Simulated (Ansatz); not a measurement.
**C7H8O: how energies converge with the basis set**

The task here is to estimate one member of a computed series from the others.

Method: one geometry, several basis sets; program: Ansatz 0.2.0, Gaussian basis.

Levels to be run: PBE0-D4/def2-SVP; ωB97M-V/def2-SVP; PBE0-D4/def2-QZVPP; ωB97M-V/def2-QZVPP; the functionals' def2-TZVPP values are taken from earlier runs.

### The relaxed structure

The geometry comes from an earlier relaxation with PBE0-D4 in a triple-zeta def2 set; it is a stationary point, not always the lowest conformer.

16 atoms, charge 0, spin multiplicity 1.

Atoms are counted from 1 here; the program's logs count them from 0.

Bond lengths: O1–C2 1.410 Å, O1–H9 0.961 Å, C2–C3 1.505 Å, C2–H10 1.098 Å, C2–H11 1.094 Å, C3–C4 1.392 Å, C3–C8 1.390 Å, C4–C5 1.386 Å, C4–H12 1.084 Å, C5–C6 1.388 Å, C5–H13 1.084 Å, C6–C7 1.386 Å, C6–H14 1.084 Å, C7–C8 1.387 Å, C7–H15 1.084 Å, C8–H16 1.086 Å. Angles: C2–O1–H9 108.0°, O1–C2–C3 113.8°, O1–C2–H10 111.4°, O1–C2–H11 105.3°, C3–C2–H10 109.3°, C3–C2–H11 109.9°, H10–C2–H11 106.9°, C2–C3–C4 120.5°, C2–C3–C8 120.6°, C4–C3–C8 118.9°, C3–C4–C5 120.5°, C3–C4–H12 119.1°, C5–C4–H12 120.5°, C4–C5–C6 120.2°, C4–C5–H13 119.8°, C6–C5–H13 120.0°, C5–C6–C7 119.6°, C5–C6–H14 120.2° and more.

The first run:

Contents of in.yaml:

```yaml
crystal:
  periodic: [false, false, false]
  atoms:
    - {symbol: O, position_ang: [2.348681, -1.512517, 0.681373]}
    - {symbol: C, position_ang: [1.163623, -1.080478, 1.312145]}
    - {symbol: C, position_ang: [0.266267, -0.264327, 0.422043]}
    - {symbol: C, position_ang: [0.806804, 0.626628, -0.500349]}
    - {symbol: C, position_ang: [-0.020644, 1.393544, -1.304958]}
    - {symbol: C, position_ang: [-1.399784, 1.285020, -1.193576]}
    - {symbol: C, position_ang: [-1.946189, 0.399548, -0.277271]}
    - {symbol: C, position_ang: [-1.115812, -0.372851, 0.521228]}
    - {symbol: H, position_ang: [2.102724, -1.997495, -0.111462]}
    - {symbol: H, position_ang: [0.596434, -1.927439, 1.721450]}
    - {symbol: H, position_ang: [1.493020, -0.476880, 2.163583]}
    - {symbol: H, position_ang: [1.884698, 0.707279, -0.585611]}
    - {symbol: H, position_ang: [0.412520, 2.083028, -2.020933]}
    - {symbol: H, position_ang: [-2.046331, 1.885506, -1.823127]}
    - {symbol: H, position_ang: [-3.022464, 0.302783, -0.189693]}
    - {symbol: H, position_ang: [-1.546646, -1.074147, 1.229359]}
basis:
  gaussian: {orbitals: def2-SVP}
hamiltonian: {xc: pbe0, dispersion: d4}
output: {orbitals: {seedname: orbitals}}
```

Run with:

```bash
$ ansatz run in.yaml --threads 2 --pin off --events-out ev --progress --plain --max-ram 32768MiB --backend cpu
```

Among the steps run: PBE0-D4 in def2-SVP; ωB97M-V in def2-SVP; PBE0-D4 in def2-QZVPP; ωB97M-V in def2-QZVPP.

One of the session's tables, all rows but one given; the rest of the session is left out.

It belongs to the step «Density functionals: the series». 

| functional | basis | HOMO (eV) | LUMO (eV) |
| --- | --- | --- | --- |
| PBE0-D4 | def2-SVP | ? | ? |
| PBE0-D4 | def2-TZVPP | -7.13 | -0.35 |
| PBE0-D4 | def2-QZVPP | -7.15 | -0.41 |
| ωB97M-V | def2-SVP | -9.18 | 1.87 |
| ωB97M-V | def2-TZVPP | -9.22 | 1.63 |
| ωB97M-V | def2-QZVPP | -9.24 | 1.49 |

**Question.** Estimate the row for PBE0-D4, def2-SVP.

The run gave: HOMO (eV): -7.08; LUMO (eV): -0.20. In the column «HOMO (eV)» it is the highest.
